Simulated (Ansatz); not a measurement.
## LiH: generalised stacking fault

Theory: Ansatz 0.2.0, DFT PBEsol, scalar-relativistic, plane waves, PAW. Settings: plane waves to 420 eV, k-mesh 9×9×2 (Γ-centred), Gaussian smearing 0.05 eV. No spin polarisation. Energies are free energies at this smearing, counted from the undisturbed cell; pressure is positive in compression.

Reference structure (relaxed at this level):

```xyz
12
Lattice="1.9896 -1.9896 0.0000 1.9896 0.0000 -1.9896 7.9583 7.9583 7.9583" Properties=species:S:1:pos:R:3 pbc="T T T"
Li    3.6477    3.6477    3.6477
Li    3.6477    1.6581    1.6581
Li    7.6268    3.6477    3.6477
Li    7.6268    7.6268    7.6268
Li    7.6268    5.6373    5.6373
Li    3.6477   -0.3315   -0.3315
H     5.6373    1.6581    1.6581
H     1.6581    1.6581    1.6581
H     5.6373    3.6477    3.6477
H     9.6164    5.6373    5.6373
H     5.6373    5.6373    5.6373
H     1.6581   -0.3315   -0.3315
```

The cut lies on the cell's a–b face, a (1 1 1) plane (indices in the standard cell, whose axes needn't be the Cartesian ones shown) of area 6.86 Å², between layers 1.15 Å apart. Vector c is tilted by f times 1·a + 0·b (length 2.814 Å) with the atoms' Cartesian places fixed: one unrelaxed fault a cell.

```tsv
f	γ (mJ/m²)
0.0000	0
0.1000	103
0.2000	411
0.3000	876
0.4000	1333
0.5000	1529
```

By symmetry 0.6000 repeats 0.4000, 0.8000 repeats 0.2000, 0.7000 repeats 0.3000, 0.9000 repeats 0.1000 in energy, with the opposite slope along the path.

Cost: 6 runs of about 0.81 core-minutes in all, on Intel Xeon (Ice Lake) (shared hosts).